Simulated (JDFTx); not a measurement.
## AlNi3 in JDFTx: the effect of Hubbard term

AlNi3:

```
CELL_PARAMETERS angstrom
3.52305 0.00000 0.00000
0.00000 3.52305 0.00000
0.00000 0.00000 3.52305
ATOMIC_POSITIONS crystal
Ni 0.50000 0.50000 0.00000
Ni 0.50000 0.00000 0.50000
Ni 0.00000 0.50000 0.50000
Al 0.00000 0.00000 0.00000
```

The cell is a database's computed one.

Alike in all runs:

| Quantity | Value |
| --- | --- |
| Program | JDFTx 1.7.0 (patched build) |
| Task | single point |
| Functional | PBE |
| Potentials or basis | PseudoDojo-SR-PBE-0.5-standard with smoothed tails |
| Cutoff | 1333 eV |
| Density cutoff | 10667 eV |
| k mesh | 4 × 4 × 4 |
| Occupations | fermi-dirac, width 0.05 eV |
| Spin | collinear spin, ferromagnetic start |
| Starting moments | [1.0, 1.0, 1.0, 0.0] μB |
| Local potential set to -Z/r beyond | 6 bohr |
| Density cutoff over wavefunction cutoff | 8 |
| Max SCF steps | 100 |
| SCF threshold on the energy | 1e-09 Ha |
| Solver of the electrons | scf |
| Further solve for the empty bands | yes |

| Hubbard term | pressure (GPa) | moment (μB) |
| --- | --- | --- |
| Ni d U = 4 eV | 3.5 | 0.37 |
| Ni d U = 6 eV | 2.3 | 0.37 |
| Ni d U = 8 eV | ? | ? |

Task: What does the run with Hubbard term Ni d U = 8 eV give?

Result: Pressure 1.9 GPa; moment 0.20 μB.

Caveats: all runs use coarse meshes; the U is typed as a test and isn't derived for this compound.
